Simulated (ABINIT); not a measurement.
# Au (Fm-3m) in ABINIT: equation of state with r2SCAN

Aim: the equation of state of Au with r2SCAN.

All numbers are computed with ABINIT 10.8.3 (patched build); they aren't measurements. Logs are shortened: lines on timing, memory, paths and dates and some standing lists are left out, and cuts for length are marked. The log counts tension as positive stress, the text compression.

**What was measured.**

“Exploring toroidal anvil profiles for larger sample volumes above 4 Mbar”, 2024, pmc:11102561 quotes, for a bulk crystal of Au: bulk modulus 167 GPa.

How close the calculation comes is told below.

## Step 1: Starting point

It takes space group Fm-3m (No. 225, cubic). Conventional cell: a = 4.070 Å, b = 4.070 Å, c = 4.070 Å, α = 90.00°, β = 90.00°, γ = 90.00°. Au (site symmetry m-3m) has 12 Au at 2.88 Å as nearest neighbours.

## Step 2: Equation of state, r2SCAN

Contents of run.abi:

```
ndtset 7
getwfk -1
scalecart1 3*0.9795861087
scalecart2 3*0.9864848297
scalecart3 3*0.9932883884
scalecart4 3*1.0000000000
scalecart5 3*1.0066227096
scalecart6 3*1.0131594038
scalecart7 3*1.0196128224

pp_dirpath "./"
pseudos "Au.GGA_PBE-JTH.xml"

acell 3*1.0
rprim
     0.0000000000     3.8455926636     3.8455926636
     3.8455926636     0.0000000000     3.8455926636
     3.8455926636     3.8455926636     0.0000000000
ntypat 1
znucl 79
natom 1
typat 1
xred
     0.0000000000     0.0000000000     0.0000000000

ecut 24.0
pawecutdg 46.0

kptopt 1
ngkpt 11 11 11
nshiftk 1
shiftk 0.0 0.0 0.0

ixc -497498
usekden 1
pawxcdev 0

nband 10
occopt 3
tsmear 0.05 eV

nstep 100
tolvrs 1.0e-7

iomode 3
prtwf 1
prtden 0
prteig 0
prtebands 0
enunit 2
```

Potentials or basis: JTH PAW PBE v2.0.

Started as:

```sh
$ abinit run.abi > log 2>&1
```

run.abo:

```text
.Version 10.8.3 of ABINIT
 DATASET    1 : space group Fm -3 m (#225); Bravais cF (face-center cubic)
================================================================================
 Values of the parameters that define the memory need for DATASET  1.
     intxc =       0    ionmov =       0      iscf =      17    lmnmax =      18
     lnmax =       6     mgfft =      24  mpssoang =       3    mqgrid =    3001
     natom =       1  nloc_mem =       2    nspden =       1   nspinor =       1
    nsppol =       1      nsym =      48    n1xccc =       1    ntypat =       1
    occopt =       3   xclevel =       2
       mpw =         612          nfft =       13824          nkpt =          56
 PAW method is used; the additional fine FFT grid is defined by:
   mgfftf=        36    nfftf =     46656
================================================================================
================================================================================
[... 71 lines left out ...]
 DATASET    7 : space group Fm -3 m (#225); Bravais cF (face-center cubic)
================================================================================
 Values of the parameters that define the memory need for DATASET  7.
     intxc =       0    ionmov =       0      iscf =      17    lmnmax =      18
     lnmax =       6     mgfft =      27  mpssoang =       3    mqgrid =    3001
     natom =       1  nloc_mem =       2    nspden =       1   nspinor =       1
    nsppol =       1      nsym =      48    n1xccc =       1    ntypat =       1
    occopt =       3   xclevel =       2
       mpw =         690          nfft =       19683          nkpt =          56
 PAW method is used; the additional fine FFT grid is defined by:
   mgfftf=        36    nfftf =     46656
================================================================================
================================================================================

--------------------------------------------------------------------------------
------------- Echo of variables that govern the present computation ------------
--------------------------------------------------------------------------------
 -outvars: echo values of preprocessed input variables --------
            acell      1.0000000000E+00  1.0000000000E+00  1.0000000000E+00 Bohr
              amu      1.96966540E+02
             ecut      2.40000000E+01 Hartree
           enunit           2
           getwfk          -1
                       outvar_i_n : Printing only first  50 k-points.
              ixc     -497498
           jdtset        1    2    3    4    5    6    7
                       outvar_i_n : Printing only first  50 k-points.
         kptrlatt       11    0    0      0   11    0      0    0   11
          kptrlen1     5.86021543E+01
          kptrlen2     5.90148591E+01
          kptrlen3     5.94218710E+01
          kptrlen4     5.98233823E+01
          kptrlen5     6.02195752E+01
          kptrlen6     6.06106223E+01
          kptrlen7     6.09966877E+01
            natom           1
            nband          10
           ndtset           7
            ngfft1         24      24      24
            ngfft2         24      24      24
            ngfft3         24      24      24
            ngfft4         24      24      24
            ngfft5         27      27      27
            ngfft6         27      27      27
            ngfft7         27      27      27
          ngfftdg          36      36      36
             nkpt          56
            nstep         100
             nsym          48
           ntypat           1
                       prtocc : prtvol=0, do not print more k-points.
           occopt           3
        pawecutdg      4.60000000E+01 Hartree
         pawxcdev           0
           prtden           0
        prtebands           0
           prteig           0
          prtkden           1
            rprim1     0.0000000000E+00  3.7670891530E+00  3.7670891530E+00
                       3.7670891530E+00  0.0000000000E+00  3.7670891530E+00
                       3.7670891530E+00  3.7670891530E+00  0.0000000000E+00
            rprim2     0.0000000000E+00  3.7936188238E+00  3.7936188238E+00
                       3.7936188238E+00  0.0000000000E+00  3.7936188238E+00
                       3.7936188238E+00  3.7936188238E+00  0.0000000000E+00
            rprim3     0.0000000000E+00  3.8197825393E+00  3.8197825393E+00
                       3.8197825393E+00  0.0000000000E+00  3.8197825393E+00
                       3.8197825393E+00  3.8197825393E+00  0.0000000000E+00
            rprim4     0.0000000000E+00  3.8455926636E+00  3.8455926636E+00
                       3.8455926636E+00  0.0000000000E+00  3.8455926636E+00
                       3.8455926636E+00  3.8455926636E+00  0.0000000000E+00
            rprim5     0.0000000000E+00  3.8710609071E+00  3.8710609071E+00
                       3.8710609071E+00  0.0000000000E+00  3.8710609071E+00
                       3.8710609071E+00  3.8710609071E+00  0.0000000000E+00
            rprim6     0.0000000000E+00  3.8961983703E+00  3.8961983703E+00
                       3.8961983703E+00  0.0000000000E+00  3.8961983703E+00
                       3.8961983703E+00  3.8961983703E+00  0.0000000000E+00
            rprim7     0.0000000000E+00  3.9210155895E+00  3.9210155895E+00
                       3.9210155895E+00  0.0000000000E+00  3.9210155895E+00
                       3.9210155895E+00  3.9210155895E+00  0.0000000000E+00
          spgroup         225
           tolvrs      1.00000000E-07
           tsmear      1.83746611E-03 Hartree
            typat      1
          usekden           1
           useylm           1
                       outvars : Printing only first  50 k-points.
            znucl       79.00000

================================================================================

 chkinp: Checking input parameters for consistency, jdtset=   1.

 chkinp: Checking input parameters for consistency, jdtset=   2.

 chkinp: Checking input parameters for consistency, jdtset=   3.

 chkinp: Checking input parameters for consistency, jdtset=   4.
[... 27 lines left out ...]
 getcut: wavevector=  0.0000  0.0000  0.0000  ngfft=  24  24  24
         ecut(hartree)=     24.000   => boxcut(ratio)=   2.04277

 Fine grid specifications (used for densities):

 getcut: wavevector=  0.0000  0.0000  0.0000  ngfft=  36  36  36
         ecut(hartree)=     46.000   => boxcut(ratio)=   2.21329

 getcut : COMMENT -
  Note that boxcut > 2.2 ; recall that boxcut=Gcut(box)/Gcut(sphere) = 2
  is sufficient for exact treatment of convolution.
  Such a large boxcut is a waste : you could raise ecut
  e.g. ecut=   56.334308 Hartrees makes boxcut=2

--- Pseudopotential description ------------------------------------------------
- pspini: atom type   1  psp file is ./Au.GGA_PBE-JTH.xml
 Pseudopotential format is: paw10
 basis_size (lnmax)=  6 (lmn_size= 18), orbitals=   0   0   1   1   2   2
 Spheres core radius: rc_sph= 2.50869560
 Shapefunction is SIN type: shapef(r)=[sin(pi*r/rshp)/(pi*r/rshp)]**2
 Radius for shape functions =  2.26305713
 Compensation charge density is not taken into account in XC energy/potential

   3.87212569E+02                                ecore*ucvol(ha*bohr**3)
--------------------------------------------------------------------------------

================================================================================

--- !BeginCycle
iteration_state: {dtset: 1, }
solver: {iscf: 17, nstep: 100, nline: 4, wfoptalg: 10, }
tolerances: {tolvrs: 1.00E-07, }
...

     iter   Etot(hartree)      deltaE(h)  residm     nres2
 ETOT  1   15.428398644556     1.543E+01 8.635E-01 1.706E+01
 ETOT  2   15.280370690531    -1.480E-01 9.847E-02 1.801E+01
 ETOT  3   15.337033768470     5.666E-02 1.870E-02 4.145E+00
 ETOT  4   15.312747607452    -2.429E-02 8.132E-03 1.358E+01
 ETOT  5   15.332208370338     1.946E-02 7.616E-03 9.022E-02
 ETOT  6   15.326837863511    -5.371E-03 7.280E-03 1.526E-01
 ETOT  7   15.327167380112     3.295E-04 6.871E-03 1.146E-01
 ETOT  8   15.328000114085     8.327E-04 2.139E-03 2.338E-01
 ETOT  9   15.326793205914    -1.207E-03 2.431E-03 4.498E-02
 ETOT 10   15.326672282132    -1.209E-04 2.454E-03 6.802E-03
 ETOT 11   15.326658402663    -1.388E-05 6.972E-03 2.112E-03
[... 1317 lines left out ...]
 Cartesian components of stress tensor (hartree/bohr^3)
  sigma(1 1)=  8.13743370E-05  sigma(3 2)=  0.00000000E+00
  sigma(2 2)=  8.13743370E-05  sigma(3 1)=  0.00000000E+00
  sigma(3 3)=  8.13743370E-05  sigma(2 1)=  0.00000000E+00

-Cartesian components of stress tensor (GPa)         [Pressure= -2.3941E+00 GPa]
- sigma(1 1)=  2.39411565E+00  sigma(3 2)=  0.00000000E+00
- sigma(2 2)=  2.39411565E+00  sigma(3 1)=  0.00000000E+00
- sigma(3 3)=  2.39411565E+00  sigma(2 1)=  0.00000000E+00

== END DATASET(S) ==============================================================
================================================================================

 -outvars: echo values of variables after computation  --------
            acell      1.0000000000E+00  1.0000000000E+00  1.0000000000E+00 Bohr
           etotal1     1.5326654904E+01
           etotal2     1.5325153689E+01
           etotal3     1.5324056901E+01
           etotal4     1.5323314625E+01
           etotal5     1.5322881943E+01
           etotal6     1.5322719282E+01
           etotal7     1.5322794218E+01
            fcart1    -0.0000000000E+00 -0.0000000000E+00 -0.0000000000E+00
            fcart2    -0.0000000000E+00 -0.0000000000E+00 -0.0000000000E+00
            fcart3    -0.0000000000E+00 -0.0000000000E+00 -0.0000000000E+00
            fcart4    -0.0000000000E+00 -0.0000000000E+00 -0.0000000000E+00
            fcart5    -0.0000000000E+00 -0.0000000000E+00 -0.0000000000E+00
            fcart6    -0.0000000000E+00 -0.0000000000E+00 -0.0000000000E+00
            fcart7    -0.0000000000E+00 -0.0000000000E+00 -0.0000000000E+00
            rprim1     0.0000000000E+00  3.7670891530E+00  3.7670891530E+00
                       3.7670891530E+00  0.0000000000E+00  3.7670891530E+00
                       3.7670891530E+00  3.7670891530E+00  0.0000000000E+00
            rprim2     0.0000000000E+00  3.7936188238E+00  3.7936188238E+00
                       3.7936188238E+00  0.0000000000E+00  3.7936188238E+00
                       3.7936188238E+00  3.7936188238E+00  0.0000000000E+00
            rprim3     0.0000000000E+00  3.8197825393E+00  3.8197825393E+00
                       3.8197825393E+00  0.0000000000E+00  3.8197825393E+00
[... 9 lines left out ...]
                       3.8961983703E+00  3.8961983703E+00  0.0000000000E+00
            rprim7     0.0000000000E+00  3.9210155895E+00  3.9210155895E+00
                       3.9210155895E+00  0.0000000000E+00  3.9210155895E+00
                       3.9210155895E+00  3.9210155895E+00  0.0000000000E+00
           strten1    -7.5479368544E-04 -7.5479368544E-04 -7.5479368544E-04
                       0.0000000000E+00  0.0000000000E+00  0.0000000000E+00
           strten2    -5.6589523046E-04 -5.6589523046E-04 -5.6589523046E-04
                       0.0000000000E+00  0.0000000000E+00  0.0000000000E+00
           strten3    -3.9975877088E-04 -3.9975877088E-04 -3.9975877088E-04
                       0.0000000000E+00  0.0000000000E+00  0.0000000000E+00
           strten4    -2.5419900343E-04 -2.5419900343E-04 -2.5419900343E-04
                       0.0000000000E+00  0.0000000000E+00  0.0000000000E+00
           strten5    -1.2711832579E-04 -1.2711832579E-04 -1.2711832579E-04
                       0.0000000000E+00  0.0000000000E+00  0.0000000000E+00
           strten6    -1.5959484555E-05 -1.5959484555E-05 -1.5959484555E-05
                       0.0000000000E+00  0.0000000000E+00  0.0000000000E+00
           strten7     8.1374336957E-05  8.1374336957E-05  8.1374336957E-05
                       0.0000000000E+00  0.0000000000E+00  0.0000000000E+00
 Calculation completed.
```

Run time: 9.2 min. Hardware: 1 thread of Arm Neoverse V1, shared host; peak memory 0.15 GiB.

Results:

```
Equilibrium volume                      : 17.58 Å³/atom
Bulk modulus                            : 156 GPa
Pressure derivative of the bulk modulus : 6.1
```

Energy against volume, from the lowest point:
| volume (Å³/atom) | energy (meV/atom) |
| --- | --- |
| 15.843 | 107.09 |
| 16.181 | 66.24 |
| 16.518 | 36.40 |
| 16.855 | 16.20 |
| 17.192 | 4.43 |
| 17.529 | 0.00 |
| 17.866 | 2.04 |

Caveat: pressures at fixed basis lie under the slope of the energies; the PAW data sets were made with another functional, which shifts forces and pressure a little.

## Step 3: Comparison with measurements

Step 2. A measured bulk modulus of Au is 167 GPa (quoted in “Exploring toroidal anvil profiles for larger sample volumes above 4 Mbar”, 2024, pmc:11102561); the calculated 156 GPa misses it by -6.7 %. The fit is for a static lattice scaled at fixed shape and fixed fractional positions.
